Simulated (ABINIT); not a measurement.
Crystal: Al2Pt.

```
Pt Al
1.0
     0.00000    2.95500    2.95500
     2.95500    0.00000    2.95500
     2.95500    2.95500    0.00000
Pt Al
1 2
Direct
  0.00000 0.00000 0.00000
  0.75000 0.75000 0.75000
  0.25000 0.25000 0.25000
```

Base run:

- Program: ABINIT 10.8.3 (patched build)
- Functional: BLYP
- Potentials or basis: JTH PAW PBE v2.0
- Cutoff: 517 eV
- k mesh: 8 × 8 × 8
- Occupations: fermi-dirac, width 0.05 eV
- Spin: no spin polarisation

Its results: band gap on the k mesh none (metal or under the smearing width); pressure 6.4 GPa.

Task: After a change of settings the same cell gave: band gap on the k mesh none (metal or under the smearing width); pressure 3.8 GPa. Which change was it?
A. functional from BLYP to PBEsol
B. functional from BLYP to revPBE
C. functional from BLYP to r2SCAN
D. functional from BLYP to SCAN

Result: B.

Caveats: the PAW data sets were made with another functional, which shifts forces and pressure a little; spin-orbit coupling is left out, which moves the levels of the heavy elements.

Runs at the PBE level aren't shown here.
